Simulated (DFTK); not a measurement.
# Si (P6_3/mmc) in DFTK: further runs

Runs on Si. Level: PBE. Tasks: single point.

All numbers are computed with DFTK 0.8.2; they aren't measurements. Logs are shortened: lines on timing, memory, paths and dates and some standing lists are left out, and cuts for length are marked.

### Step 1. The undisturbed crystal

It takes space group P6_3/mmc (No. 194, hexagonal). Conventional cell: a = 3.831 Å, b = 3.831 Å, c = 6.333 Å, α = 90.00°, β = 90.00°, γ = 120.00°. Si (site symmetry 3m) has 4 Si at 2.35 to 2.37 Å as nearest neighbours.

This isn't the form of Si at room conditions, which is diamond.

### Step 2. Single point, PBE, 20.12 Å³/atom (strain = -0.04)

Input file run.jl:

```julia
using DFTK
using PseudoPotentialData
using Unitful, UnitfulAtomic
using LinearAlgebra, Printf
include("save.jl")
disable_threading()

# lattice vectors are the columns
lattice = austrip(1u"Å") * [  3.8313174605  -1.9820190953            0.0;
            -0.0766263492   3.3563314254            0.0;
                      0.0            0.0   6.3326220002]
symbols   = [:Si, :Si, :Si, :Si]
positions = [[0.6666666667, 0.3333333333, 0.9369905],
             [0.3333333333, 0.6666666667, 0.4369905],
             [0.6666666667, 0.3333333333, 0.5630095],
             [0.3333333333, 0.6666666667, 0.0630095]]
pseudopotentials = PseudoFamily("dojo.nc.sr.pbe.v0_4_1.standard.upf")
elements = Dict(s => ElementPsp(s, pseudopotentials) for s in unique(symbols))
atoms    = [elements[s] for s in symbols]

build_model(lattice, positions; symmetries=true) =
    model_DFT(lattice, atoms, positions;
              functionals=PBE(),
              temperature=austrip(0.05u"eV"),
              smearing=Smearing.FermiDirac(),
              symmetries)
Ecut  = 24.0  # hartree
kgrid = [6, 6, 3]
tol   = 1e-6
to_GPa = ustrip(uconvert(u"GPa", 1u"hartree/bohr^3"))

model = build_model(lattice, positions)
basis = PlaneWaveBasis(model; Ecut, kgrid)
display(basis)
scfres = self_consistent_field(basis;
                               tol,
                               nbandsalg=AdaptiveBands(model; n_bands_converge=13))
display(scfres.energies)
@printf "Fermi level: %.6f eV\n" ustrip(auconvert(u"eV", something(scfres.εF, NaN)))
forces = compute_forces_cart(scfres)
println("Forces (eV/Å)")
for (s, f) in zip(symbols, forces)
    @printf "%-3s %12.6f %12.6f %12.6f\n" s ustrip.(auconvert.(u"eV/Å", f))...
end
stress = compute_stresses_cart(scfres)
println("Stress (GPa)")
display(round.(stress * to_GPa; digits=4))
println("Levels at the first k-point (eV): ", round.(ustrip.(auconvert.(u"eV", scfres.eigenvalues[1][1:scfres.n_bands_converge])); digits=4))
save_scf!(scfres; forces, stress)
```

Potentials or basis: dojo.nc.sr.pbe.v0_4_1.standard.upf (PBE).

Command:

```bash
julia --threads=1 run.jl  # save.jl only writes the numbers to a file and isn't shown; printed stress counts tension as positive; times include loading and compiling
```

Output:

```text
PlaneWaveBasis discretization:

    Ecut                 : 24.0 Ha
    fft_size             : (36, 36, 60), 77760 total points
    kgrid                : MonkhorstPack([6, 6, 3])
    num.   red. kpoints  : 108
    num. irred. kpoints  : 40

    Discretized Model(gga_x_pbe+gga_c_pbe, 3D):
        lattice (in Bohr)    : [7.24014   , -3.74547  , 0         ]
                               [-0.144803 , 6.34255   , 0         ]
                               [0         , 0         , 11.9669   ]
        unit cell volume     : 543.04 Bohr³

        atoms                : Si₄
        pseudopot. family    : PseudoFamily("dojo.nc.sr.pbe.v0_4_1.standard.upf")

        num. electrons       : 16
        spin polarization    : none
        temperature          : 0.0018375 Ha
        smearing             : DFTK.Smearing.FermiDirac()

        terms                : Kinetic()
                               AtomicLocal()
                               AtomicNonlocal()
                               Ewald(nothing)
                               PspCorrection()
                               Hartree()
                               Xc(gga_x_pbe, gga_c_pbe)
                               Entropy()
n     Energy            log10(ΔE)   log10(Δρ)   Diag   Δtime
---   ---------------   ---------   ---------   ----   ------
  1   -16.91654777674                   -0.81    6.2    6.02s
  2   -16.91995902829       -2.47       -1.22    1.0    3.02s
  3   -16.92071635949       -3.12       -2.57    2.5    3.59s
  4   -16.92075467744       -4.42       -3.04    3.9    4.40s
  5   -16.92075535598       -6.17       -3.87    2.0    3.17s
  6   -16.92075542223       -7.18       -4.17    3.4    4.11s
  7   -16.92075542396       -8.76       -4.84    1.4    2.30s
  8   -16.92075542430       -9.46       -5.84    3.0    3.75s
  9   -16.92075542431      -10.98       -6.30    3.9    4.52s
Energy breakdown (in Ha):
    Kinetic             6.1309410
    AtomicLocal         -4.6573131
    AtomicNonlocal      2.3038984
    Ewald               -16.7448950
    PspCorrection       1.1011414
    Hartree             1.1250500
    Xc                  -6.1795359
    Entropy             -0.0000422

    total               -16.920755424314
Fermi level: 4.701485 eV
Forces (eV/Å)
Si     -0.336270    -0.024132    -0.006797
Si      0.336270     0.024132    -0.006797
Si     -0.336270    -0.024132     0.006797
Si      0.336270     0.024132     0.006797
Stress (GPa)
3×3 StaticArraysCore.SMatrix{3, 3, Float64, 9} with indices SOneTo(3)×SOneTo(3):
 -1.6582  -3.4669   0.0
 -3.4669  -1.6264   0.0
  0.0      0.0     -1.343
Levels at the first k-point (eV): [-7.6371, -5.3551, -2.6599, 2.9541, 3.1364, 4.2139, 4.4959, 4.6426, 5.4926, 6.4177, 6.8157, 6.8896, 7.8742]
```

It took 77 s on 1 thread of Intel Xeon 6975P-C (Granite Rapids), shared host; peak memory 2.1 GiB.

What came out:

| Item | Value |
| --- | --- |
| Free energy | -460.4372 eV |
| Pressure | 1.5 GPa |
| Largest force | 0.337 eV/Å |
| Band gap on the k mesh | 0.12 eV, indirect (least direct gap 0.85 eV) |

Caveat: an odd mesh through Γ misses points on the zone boundary, where band edges often lie.

### Step 3. Single point, PBE, 20.12 Å³/atom (strain = -0.02)

run.jl, as its differences from that of step 2:

```diff
@@ -8,4 +8,4 @@
 # lattice vectors are the columns
-lattice = austrip(1u"Å") * [  3.8313174605  -1.9820190953            0.0;
-            -0.0766263492   3.3563314254            0.0;
+lattice = austrip(1u"Å") * [  3.8313174605  -1.9488389128            0.0;
+            -0.0383131746   3.3371748381            0.0;
                       0.0            0.0   6.3326220002]
```

Potentials or basis: dojo.nc.sr.pbe.v0_4_1.standard.upf (PBE).

Command:

```bash
julia --threads=1 run.jl  # save.jl only writes the numbers to a file and isn't shown; printed stress counts tension as positive; times include loading and compiling
```

It took 77 s on 1 thread of Intel Xeon 6975P-C (Granite Rapids), shared host; peak memory 2.1 GiB.

Results (log left out):

```
Free energy            : -460.4637 eV
Pressure               : 1.5 GPa
Largest force          : 0.165 eV/Å
Band gap on the k mesh : 0.26 eV, indirect (least direct gap 0.96 eV)
```

Caveat: an odd mesh through Γ misses points on the zone boundary, where band edges often lie.
